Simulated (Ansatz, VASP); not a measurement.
# In2NiS4 in two plane-wave programs, part 2 of 2

Aim: how closely do two programs agree when they are given the same cell, functional and k mesh? The cell is taken from a series of runs on this material, whose earlier steps may have relaxed, scaled, displaced or heated it; both programs get it as it stands.

VASP 6.6.1 and Ansatz 0.2.0.

So far: The starting structure; Ansatz: relaxation of cell and atoms, BLYP with D3(BJ).

In doubt: warnings of the run leave room for a lower electronic state (step 2), so energies may not be the lowest and differences between runs may mislead.

**3. VASP: relaxation of cell and atoms, BLYP with D3(BJ)**

Level of this step: BLYP with D3(BJ), spin-polarised from a ferromagnetic start; plane waves and PAW (In_d, Ni, S) (VASP).

The same cell, functional (in two slightly different forms), mesh and smearing now go to VASP, with its own data sets.

Lines of VASP's logs that name or quote its potential files are left out, and so is its time.

INCAR

```
SYSTEM = In2NiS4
PREC = Accurate
ENCUT = 600
EDIFF = 1E-07
NELM = 200
ISMEAR = 0
SIGMA = 0.1
LREAL = .FALSE.
ALGO = Normal
GGA = B5
ALDAX = 1
AGGAX = 1
AGGAC = 1
ALDAC = 0
IVDW = 12
VDW_S6 = 1
VDW_S8 = 2.6996
VDW_A1 = 0.4298
VDW_A2 = 4.2359
NBANDS = 83
ISPIN = 2
MAGMOM = 0.01 0.01 0.01 0.01 1.09 1.09 0.12 0.12 0.12 0.12 0.12 0.12 0.12 0.12
LASPH = .TRUE.
LMAXMIX = 4
LORBIT = 11
LWAVE = .FALSE.
LCHARG = .FALSE.
ISIF = 3
IBRION = 2
NSW = 80
EDIFFG = -0.005
GGA_COMPAT = .FALSE.
NELMIN = 4
KPAR = 4
```

POSCAR

```
In2NiS4
1.0
    0.0000000000      5.2600000000      5.2600000000
    5.2600000000      0.0000000000      5.2600000000
    5.2600000000      5.2600000000      0.0000000000
In Ni S
4 2 8
Direct
    0.6250000000      0.6250000000      0.6250000000
    0.1250000000      0.6250000000      0.6250000000
    0.6250000000      0.6250000000      0.1250000000
    0.6250000000      0.1250000000      0.6250000000
    0.0000000000      0.0000000000      0.0000000000
    0.2500000000      0.2500000000      0.2500000000
    0.3840000000      0.3840000000      0.3840000000
    0.4020000000      0.8660000000      0.8660000000
    0.3840000000      0.3840000000      0.8480000000
    0.8660000000      0.4020000000      0.8660000000
    0.8480000000      0.3840000000      0.3840000000
    0.8660000000      0.8660000000      0.8660000000
    0.3840000000      0.8480000000      0.3840000000
    0.8660000000      0.8660000000      0.4020000000
```

KPOINTS

```
Automatic mesh
0
Gamma
6 6 6
0 0 0
```

Potentials, in the order of the species: In_d, Ni and S (PBE family, release 64).

On the command line:

```
mpirun -np 4 vasp_std
```

Numbers of over 12 decimals in the logs are rounded to 6 here.

Log:

```text
[banner, memory and clock lines left out]
running    4 mpi-ranks, on    1 nodes
 distrk:  each k-point on    1 cores,    4 groups
 distr:  one band on    1 cores,    1 groups

 POSCAR found type information on POSCAR InNiS
 POSCAR found :  3 types and      14 ions
|                                                                             |
|               ----> ADVICE to this user running VASP <----                  |
|                                                                             |
|     You enforced a specific xc type in the INCAR file but a different       |
|     [... a line on the potential file left out ...]
|     I HOPE YOU KNOW WHAT YOU ARE DOING!                                     |
|                                                                             |

 LDA part: xc-table for (Slater(with rela. corr.)+VWN5), standard interpolation
 POSCAR, INCAR and KPOINTS ok, starting setup
 FFT: planning ... GRIDC
 FFT: planning ... GRID_SOFT
 FFT: planning ... GRID
 WAVECAR not read
 entering main loop
       N       E                     dE             d eps       ncg     rms          rms(c)
DAV:   1     0.143395723479E+04    0.14340E+04   -0.54586E+04  5336   0.182E+03
DAV:   2     0.233702094966E+03   -0.12003E+04   -0.11394E+04  5312   0.497E+02
DAV:   3    -0.264796770487E+02   -0.26018E+03   -0.24385E+03  5790   0.216E+02
DAV:   4    -0.553559541595E+02   -0.28876E+02   -0.28172E+02  6872   0.683E+01
DAV:   5    -0.567000910659E+02   -0.13441E+01   -0.13374E+01  7248   0.155E+01    0.294E+01
DAV:   6    -0.677627124691E+02   -0.11063E+02   -0.86226E+01  7407   0.784E+01    0.518E+01
DAV:   7    -0.501089670319E+02    0.17654E+02   -0.32045E+01  7241   0.490E+01    0.164E+01
DAV:   8    -0.505028113032E+02   -0.39384E+00   -0.12070E+01  7885   0.373E+01    0.137E+01
DAV:   9    -0.497095425103E+02    0.79327E+00   -0.28583E+00  8145   0.144E+01    0.419E+00
DAV:  10    -0.497239745767E+02   -0.14432E-01   -0.78319E-01  7856   0.528E+00    0.278E+00
DAV:  11    -0.497325035259E+02   -0.85289E-02   -0.92785E-02  6125   0.158E+00    0.190E+00
DAV:  12    -0.497261341704E+02    0.63694E-02   -0.23998E-02  7936   0.134E+00    0.556E-01
DAV:  13    -0.497259389261E+02    0.19524E-03   -0.10421E-02  7907   0.790E-01    0.315E-01
DAV:  14    -0.497257563104E+02    0.18262E-03   -0.14107E-03  6720   0.211E-01    0.229E-01
DAV:  15    -0.497255577885E+02    0.19852E-03   -0.53717E-04  8818   0.148E-01    0.743E-02
DAV:  16    -0.497255417301E+02    0.16058E-04   -0.14600E-04  8048   0.999E-02    0.180E-02
DAV:  17    -0.497255454522E+02   -0.37221E-05   -0.30131E-05  6224   0.189E-02    0.124E-02
DAV:  18    -0.497255450612E+02    0.39100E-06   -0.12868E-06  7136   0.647E-03    0.702E-03
DAV:  19    -0.497255446625E+02    0.39871E-06   -0.44962E-07  5632   0.491E-03    0.202E-03
DAV:  20    -0.497255446606E+02    0.18972E-08   -0.17830E-07  4440   0.214E-03
   1 F= -.60179416E+02 E0= -.60169886E+02  d E =-.601794E+02  mag=     3.9998
[...]
4 F= -.61723078E+02 E0= -.61709242E+02  d E =-.471119E+00  mag=     3.9005
[...]
5 F= -.61750906E+02 E0= -.61732992E+02  d E =-.498947E+00  mag=     3.7392
[...]
6 F= -.61751865E+02 E0= -.61734797E+02  d E =-.499906E+00  mag=     3.7774
[...]
7 F= -.61751780E+02 E0= -.61734339E+02  d E =-.499821E+00  mag=     3.7606
[...]
8 F= -.61751976E+02 E0= -.61734687E+02  d E =-.196290E-03  mag=     3.7657
[...]
9 F= -.61751976E+02 E0= -.61734701E+02  d E =-.196137E-03  mag=     3.7661
 curvature:  -0.43 expect dE=-0.107E-03 dE for cont linesearch -0.247E-06
 trial: gam= 0.42051 g(F)=  0.464E-04 g(S)=  0.204E-03 ort =-0.139E-04 (trialstep = 0.106E+01)
 search vector abs. value=  0.298E-03
 bond charge predicted
       N       E                     dE             d eps       ncg     rms          rms(c)
DAV:   1    -0.512086525878E+02   -0.14222E-01   -0.40650E-02  7274   0.166E+00    0.343E-01
DAV:   2    -0.512109668676E+02   -0.23143E-02   -0.14349E-02  6681   0.178E+00    0.798E-01
DAV:   3    -0.512072634031E+02    0.37035E-02   -0.59657E-03  6848   0.124E+00    0.868E-02
DAV:   4    -0.512072459394E+02    0.17464E-04   -0.11893E-03  8000   0.269E-01    0.117E-01
DAV:   5    -0.512071765983E+02    0.69341E-04   -0.21132E-04  7781   0.157E-01    0.434E-02
DAV:   6    -0.512071684555E+02    0.81428E-05   -0.21352E-05  8458   0.277E-02    0.217E-02
DAV:   7    -0.512071626274E+02    0.58281E-05   -0.67866E-06  7227   0.185E-02    0.109E-02
DAV:   8    -0.512071613150E+02    0.13124E-05   -0.75550E-07  6698   0.115E-02    0.404E-03
DAV:   9    -0.512071611989E+02    0.11612E-06   -0.25930E-07  4001   0.231E-03    0.225E-03
DAV:  10    -0.512071611965E+02    0.23556E-08   -0.71120E-08  3058   0.327E-03
  10 F= -.61752073E+02 E0= -.61735079E+02  d E =-.972000E-04  mag=     3.7787
 trial-energy change:   -0.000097  1 .order   -0.000094   -0.000259    0.000071
 step:   0.8406(harm=  0.8301)  dis= 0.00051  next Energy=   -61.752081 (dE=-0.104E-03)
 reached required accuracy - stopping structural energy minimisation
```

Parts of OUTCAR (step 3):

```text
ion  position               nearest neighbor table
   1  0.625  0.625  0.625-   8 2.54   9 2.54  10 2.54  11 2.54  13 2.54  14 2.54   2 3.72   3 3.72
                             4 3.72   3 3.72   4 3.72   2 3.72
   2  0.125  0.625  0.625-   9 2.54  10 2.54  13 2.54  14 2.54   7 2.54  12 2.54   1 3.72   3 3.72
                             4 3.72   1 3.72   3 3.72   4 3.72
   3  0.625  0.625  0.125-   8 2.54  10 2.54  11 2.54  13 2.54  12 2.54   7 2.54   1 3.72   1 3.72
                             2 3.72   4 3.72   4 3.72   2 3.72
   4  0.625  0.125  0.625-   8 2.54   9 2.54  11 2.54  14 2.54  12 2.54   7 2.54   1 3.72   3 3.72
                             1 3.72   2 3.72   3 3.72   2 3.72
   5  0.000  0.000  0.000-   8 2.44  10 2.44  12 2.44  14 2.44
   6  0.250  0.250  0.250-   7 2.44   9 2.44  11 2.44  13 2.44
   7  0.384  0.384  0.384-   6 2.44   3 2.54   4 2.54   2 2.54
   8  0.402  0.866  0.866-   5 2.44   4 2.54   3 2.54   1 2.54
   9  0.384  0.384  0.848-   6 2.44   4 2.54   2 2.54   1 2.54
  10  0.866  0.402  0.866-   5 2.44   3 2.54   2 2.54   1 2.54
  11  0.848  0.384  0.384-   6 2.44   4 2.54   3 2.54   1 2.54
  12  0.866  0.866  0.866-   5 2.44   3 2.54   4 2.54   2 2.54
  13  0.384  0.848  0.384-   6 2.44   3 2.54   2 2.54   1 2.54
  14  0.866  0.866  0.402-   5 2.44   4 2.54   2 2.54   1 2.54

  LATTYP: Found a face centered cubic cell.
 ALAT       =    10.5200000000

 Subroutine GETGRP returns: Found 48 space group operations
 (whereof 24 operations were pure point group operations)

The static configuration has the point symmetry T_d .
 The point group associated with its full space group is O_h .

 Found     16 irreducible k-points:

   k-points           NKPTS =     16   k-points in BZ     NKDIM =     16   number of bands    NBANDS=     83

   dimension x,y,z NGX =    60 NGY =   60 NGZ =   60
   dimension x,y,z NGXF=   120 NGYF=  120 NGZF=  120

   ENCUT  =  600.0 eV  44.10 Ry    6.64 a.u.  14.86 14.86 14.86*2*pi/ulx,y,z

   NELECT =     120.0000    total number of electrons

 k-points in reciprocal lattice and weights: Automatic mesh
   0.00000000  0.00000000  0.00000000       0.005
   0.16666667  0.00000000  0.00000000       0.037
   0.33333333  0.00000000  0.00000000       0.037
   0.50000000  0.00000000  0.00000000       0.019
   0.16666667  0.16666667  0.00000000       0.028
   0.33333333  0.16666667  0.00000000       0.111
   0.50000000  0.16666667  0.00000000       0.111
  -0.33333333  0.16666667  0.00000000       0.111
  -0.16666667  0.16666667  0.00000000       0.056
[...]
-0.33333333  0.33333333  0.16666667       0.111
  -0.33333333  0.50000000  0.16666667       0.056

 Edisp (eV)  -10.55755

 average (electrostatic) potential at core
       1 -95.3834       2 -95.3834       3 -95.3834       4 -95.3834       5 -85.6342
       6 -85.6342       7 -85.2412       8 -85.2412       9 -85.2412      10 -85.2412
      11 -85.2412      12 -85.2412      13 -85.2412      14 -85.2412

 E-fermi :   5.7918

 spin component 1
 k-point     1 :       0.0000    0.0000    0.0000
  band No.  band energies     occupation
    ...
     58       5.5486      0.99971
     59       5.5486      0.99971
     60       5.6010      0.99651
     61       5.6010      0.99651
     62       5.6010      0.99651
     63       7.1330      0.00000
     64       7.1341      0.00000
     65       7.1341      0.00000
     66       7.1341      0.00000
     67       8.6514      0.00000
    ...

 k-point     2 :       0.1667    0.0000    0.0000
  band No.  band energies     occupation
    ...
     58       5.3310      1.00000
     59       5.3734      1.00000
     60       5.3734      1.00000
     61       5.6766      0.94834
     62       5.6766      0.94834
     63       7.2939      0.00000
     64       7.3451      0.00000
     65       7.3451      0.00000
     66       7.7388      0.00000
     67       9.0226      0.00000
    ...

 k-point     3 :       0.3333    0.0000    0.0000
  band No.  band energies     occupation
    ...
     58       5.0157      1.00000
     59       5.3886      1.00000
     60       5.3886      1.00000
     61       5.7202      0.84439
     62       5.7202      0.84439
     63       7.7074      0.00000
     64       7.8225      0.00000
     65       7.8225      0.00000
     66       8.5603      0.00000
     67       9.4401      0.00000
    ...

 k-point     4 :       0.5000    0.0000    0.0000
  band No.  band energies     occupation
    ...
     58       4.8263      1.00000
     59       5.3838      1.00000
     60       5.3838      1.00000
     61       5.7341      0.79270
     62       5.7341      0.79270
     63       7.9507      0.00000
     64       8.1015      0.00000
     65       8.1015      0.00000
     66       8.8924      0.00000
     67       9.4928      0.00000
    ...

 k-point     5 :       0.1667    0.1667    0.0000
  band No.  band energies     occupation
    ...
     58       5.3367      1.00000
     59       5.3367      1.00000
     60       5.5063      0.99997
     61       5.5063      0.99997
     62       5.5398      0.99982
     63       7.2630      0.00000
     64       7.5049      0.00000
     65       7.5049      0.00000
     66       7.8887      0.00000
     67       9.1663      0.00000
    ...

 k-point     6 :       0.3333    0.1667    0.0000
  band No.  band energies     occupation
    ...
     58       5.2157      1.00000
     59       5.2795      1.00000
     60       5.3650      1.00000
     61       5.5256      0.99992
     62       5.6203      0.99234
     63       7.6637      0.00000
     64       7.8938      0.00000
     65       7.9449      0.00000
     66       8.5348      0.00000
     67       9.6545      0.00000
    ...

 Edisp (eV)  -10.54491

  Total      -0.02827    -0.02827    -0.02827     0.00000     0.00000     0.00000
  in kB      -0.15657    -0.15657    -0.15657     0.00000     0.00000     0.00000
  external pressure =       -0.16 kB  Pullay stress =        0.00 kB

  energy-cutoff  :      600.00
  volume of cell :      289.31
      direct lattice vectors                 reciprocal lattice vectors
    -0.000000000  5.249431013  5.249431013    -0.095248418  0.095248418  0.095248418
     5.249431013 -0.000000000  5.249431013     0.095248418 -0.095248418  0.095248418
     5.249431013  5.249431013 -0.000000000     0.095248418  0.095248418 -0.095248418

 POSITION                                       TOTAL-FORCE (eV/Angst)
 -----------------------------------------------------------------------------------
      6.56179      6.56179      6.56179         0.000000      0.000000      0.000000
      6.56179      3.93707      3.93707         0.000000      0.000000      0.000000
      3.93707      3.93707      6.56179         0.000000      0.000000      0.000000
      3.93707      6.56179      3.93707         0.000000      0.000000      0.000000
      0.00000      0.00000      0.00000         0.000000      0.000000      0.000000
      2.62472      2.62472      2.62472         0.000000      0.000000      0.000000
      3.93169      3.93169      3.93169        -0.002494     -0.002494     -0.002494
      9.19189      6.55641      6.55641         0.002494     -0.002494     -0.002494
      6.56717      6.56717      3.93169         0.002494      0.002494     -0.002494
      6.55641      9.19189      6.55641        -0.002494      0.002494     -0.002494
      3.93169      6.56717      6.56717        -0.002494      0.002494      0.002494
      9.19189      9.19189      9.19189         0.002494      0.002494      0.002494
      6.56717      3.93169      6.56717         0.002494     -0.002494      0.002494
      6.55641      6.55641      9.19189        -0.002494     -0.002494      0.002494
 -----------------------------------------------------------------------------------
    total drift:                               -0.000000      0.000000      0.000000

  FREE ENERGIE OF THE ION-ELECTRON SYSTEM (eV)
  ---------------------------------------------------
  free  energy   TOTEN  =       -61.7520734032 eV

  energy  without entropy=      -61.7180849394  energy(sigma->0) =      -61.73507917

 reached required accuracy - stopping structural energy minimisation

 total charge
# of ion       s       p       d       tot
------------------------------------------
    1        0.763   0.629   9.960  11.353
    2        0.763   0.629   9.960  11.353
    3        0.763   0.629   9.960  11.353
    4        0.763   0.629   9.960  11.353
    5        0.409   0.428   8.311   9.149
    6        0.409   0.428   8.311   9.149
    7        1.355   2.387   0.000   3.742
    8        1.355   2.387   0.000   3.742
    9        1.355   2.387   0.000   3.742
   10        1.355   2.387   0.000   3.742
   11        1.355   2.387   0.000   3.742
   12        1.355   2.387   0.000   3.742
   13        1.355   2.387   0.000   3.742
   14        1.355   2.387   0.000   3.742
--------------------------------------------------
tot         14.711  22.467  56.462  93.640

 magnetization (x)
# of ion       s       p       d       tot
------------------------------------------
    1       -0.008   0.004   0.011   0.006
    2       -0.008   0.004   0.011   0.006
    3       -0.008   0.004   0.011   0.006
    4       -0.008   0.004   0.011   0.006
    5        0.002   0.038   1.051   1.090
    6        0.002   0.038   1.051   1.090
    7        0.006   0.117   0.000   0.122
    8        0.006   0.117   0.000   0.122
    9        0.006   0.117   0.000   0.122
   10        0.006   0.117   0.000   0.122
   11        0.006   0.117   0.000   0.122
   12        0.006   0.117   0.000   0.122
   13        0.006   0.117   0.000   0.122
   14        0.006   0.117   0.000   0.122
--------------------------------------------------
tot          0.017   1.024   2.143   3.184

[... 6 further parts left out ...]
```

CONTCAR:

```
In2NiS4
   1.00000000000000
    -0.0000000000000000    5.2494310125830337    5.2494310125830337
     5.2494310125830337   -0.0000000000000000    5.2494310125830337
     5.2494310125830337    5.2494310125830337   -0.0000000000000000
  In              Ni              S
     4     2     8
Direct
     0.6250000000000000    0.6250000000000000    0.6250000000000000
     0.1250000000000000    0.6250000000000000    0.6250000000000000
     0.6250000000000000    0.6250000000000000    0.1250000000000000
     0.6250000000000000    0.1250000000000000    0.6250000000000000
     0.0000000000000000    0.0000000000000000    0.0000000000000000
     0.2500000000000000    0.2500000000000000    0.2500000000000000
     0.3744874318666260    0.3744874318666260    0.3744874318666260
     0.3734622955998781    0.8755125681333740    0.8755125681333740
     0.3744874318666260    0.3744874318666260    0.8765377044001219
     0.8755125681333740    0.3734622955998781    0.8755125681333740
     0.8765377044001219    0.3744874318666260    0.3744874318666260
     0.8755125681333740    0.8755125681333740    0.8755125681333740
     0.3744874318666260    0.8765377044001219    0.3744874318666260
     0.8755125681333740    0.8755125681333740    0.3734622955998781
```

**4. Differences**

Known differences besides the potentials themselves: VASP starts from the moments at which Ansatz ended; the data sets hold 136 valence electrons in Ansatz (on its default PAW (the set named soft_2) files) and 120 in VASP; the cutoff is 420 eV in Ansatz and 600 eV in VASP; Ansatz makes its cores anew for this functional, VASP keeps those of its PBE data sets; VASP's log shows a relativistic correction to its local exchange, Ansatz's none; site moments are counted in spheres of each program's own size. Total energies have different zeros and are not compared.

Both answers:

| quantity | Ansatz | VASP | difference |
| --- | --- | --- | --- |
| volume (Å³) | 289.17 | 289.31 | -0.05 % |
| edge a after relaxation, in the typed setting (Å) | 7.423 | 7.424 | -0.02 % |
| total moment (μB) | 3.80 | 3.78 | +0.02 |
| moment on Ni6 (μB) | 1.09 | 1.09 | 0.00 |
| moment on Ni5 (μB) | 1.09 | 1.09 | 0.00 |
| moment on S8 (μB) | 0.12 | 0.12 | 0.00 |
| moment on S7 (μB) | 0.12 | 0.12 | 0.00 |
| moment on S12 (μB) | 0.12 | 0.12 | 0.00 |
| moment on S11 (μB) | 0.12 | 0.12 | 0.00 |
| moment on S10 (μB) | 0.12 | 0.12 | 0.00 |
| moment on S9 (μB) | 0.12 | 0.12 | 0.00 |

**5. Results**

* difference in volume (relaxation of cell and atoms, BLYP with D3(BJ)): -0.050 %

The difference in volume is -0.050 % (relaxation of cell and atoms, BLYP with D3(BJ)), within the 1.2 % picked in this series as the mark of a large difference, as far as the stopping tolerances let one tell. The data sets hold unlike numbers of valence electrons (136 in Ansatz and 120 in VASP), so part of the differences comes from the potentials. 1 further run of this series is not shown here. Such differences can come from data sets, numerical settings and the points named under the comparisons, not from the functional's error against experiment.

[Lines on the potential files, build, host, timing and source positions are cut from VASP's logs without a mark.]

[Logs are printed without paths, hosts, clocks, repeated set-up lines and the standing remarks that a program may print on its own settings, such as how far it seeks lower states.]

[Hosts, paths, dates, database ids (printed as entryN), source tags and the programs' standing remarks are cut or masked in the printed files.]
